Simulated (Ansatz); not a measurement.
## Structures of V2O5: which is lowest?

Plane-wave DFT in Ansatz with scalar-relativistic PAW potentials, cutoff 500 eV, Γ-centred meshes chosen by cell and gap, Gaussian smearing with energies taken to zero width. Every cell was relaxed (cell and atoms) in a run of its own, within the symmetry of its start. Functional: r2SCAN.

Relaxed structures (starts from databases or built by putting these elements on another compound's sites):
A. Pmmn, 14 atoms in the computed cell, a = 3.541 Å, b = 11.520 Å, c = 4.373 Å; sites (symmetry × multiplicity) V m.. × 4, O m.. × 4 + m.. × 4 + mm2 × 2; start: database
B. P2/m, 7 atoms in the computed cell, a = 4.888 Å, b = 3.217 Å, c = 6.412 Å, β = 99.6°; sites (symmetry × multiplicity) V m × 2, O 2/m × 1 + m × 2 + m × 2; start: built

Question: Rank them by energy. Could pressure change the order?

Answer:
```csv
structure,group,E − E(lowest) (meV/atom),V (Å³/atom),gap on mesh (eV)
A,Pmmn,0.0,12.74,2.20
B,P2/m,79,14.20,2.12
```

A is lowest, 79 meV/atom under B. The lowest is also the densest of these, so pressure wouldn't bring one of the others in at first order. Other structures may lie lower than all of these, and vibrations aren't counted.